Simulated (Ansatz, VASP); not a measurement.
## One calculation of CdTe (lda), two programs

```
CELL_PARAMETERS angstrom
0.00000 3.20393 3.20393
3.20393 0.00000 3.20393
3.20393 3.20393 0.00000
ATOMIC_POSITIONS crystal
Cd 0.00000 0.00000 0.00000
Te 0.25000 0.25000 0.25000
```

Alike in both runs: functional LDA; k mesh 8 × 8 × 8; occupations gaussian, width 0.02 eV; no spin polarisation.

Ansatz relaxed the structure, and its values are those at the end. VASP's run is a single point on that final structure, the one shown.

|  | VASP | Ansatz |
| --- | --- | --- |
| version | VASP 6.6.1 | Ansatz 0.2.0 |
| potentials or method | VASP PAW LDA potentials, release 64 (Cd, Te) | scalar-relativistic, plane waves, PAW |
| plane-wave cutoff (eV) | 520 | 420 |
| valence electrons in the cell | 18 | 36 |

VASP gave:

* gap on the k mesh at the Fermi level (eV): 0.66
* least direct gap on the mesh (eV): 0.66
* pressure (GPa): 0.3

Task: What did Ansatz give for the same quantities?

Result: gap on the k mesh at the Fermi level (eV): 0.61; least direct gap on the mesh (eV): 0.61; pressure (GPa): 0.0.

The two sets of potentials don't hold the same shells in valence.

Caveats: spin-orbit coupling is left out, which moves the levels of the heavy elements.
